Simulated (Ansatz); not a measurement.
# Tl: one input, then a changed one

The structure is an experimental refinement, used without relaxation. The listed cell was then made from it by scaling, straining or moving an atom.

First run: DFT, PBE, all-electron LAPW, scalar-relativistic (Ansatz 0.2.0).

Command: `ansatz run input.yaml --threads 1 --pin off --max-ram 2048MiB --backend cpu --events-out ev --progress --plain --runs-dir out` The run took 2.1 min on 1 thread of Arm Neoverse V2 (shared host), peak memory 1.2 GiB.

```yaml
crystal:
  lattice:
    - [3.4559983565, 0.0518399754, 0.0518399754]
    - [-1.6831044427, 2.9670623845, 0.0189747479]
    - [0.082875, 0.082875, 5.525]
  atoms:
    - { symbol: Tl, position: [0.3333333333, 0.6666666667, 0.25] }
    - { symbol: Tl, position: [0.6666666667, 0.3333333333, 0.75] }
kpoints:
  mp_grid: { grid: [11, 11, 6] }
scf:
  occupations: { method: fermi_dirac, width: 0.05 }
hamiltonian:
  xc: pbe
  pseudopotentials: { kind: all_electron, lapw: { basis_error: 0.0005 } }
output:
  forces: true
  stress: true
  eigenvalues: true
```

Result: converged; pressure 3.24 GPa; largest force 0.028 eV/Å; no gap on the k mesh; 7 SCF iterations.

No spin–orbit coupling, which matters for the heavy atoms here.

The input is then changed:

```diff
@@ -8,7 +8,8 @@
     - { symbol: Tl, position: [0.6666666667, 0.3333333333, 0.75] }
 kpoints:
-  mp_grid: { grid: [11, 11, 6] }
+  mp_grid: { grid: [11, 11, 6], shift: [0.5, 0.5, 0.5] }
 scf:
   occupations: { method: fermi_dirac, width: 0.05 }
+  n_extra_bands: 2
 hamiltonian:
   xc: pbe
```

**Question.** What does the second run give?

**Answer.** It converged; energy at zero smearing +7.4 meV/atom from the first run; pressure 3.30 GPa; largest force 0.017 eV/Å; no gap on the k mesh; 7 SCF iterations.
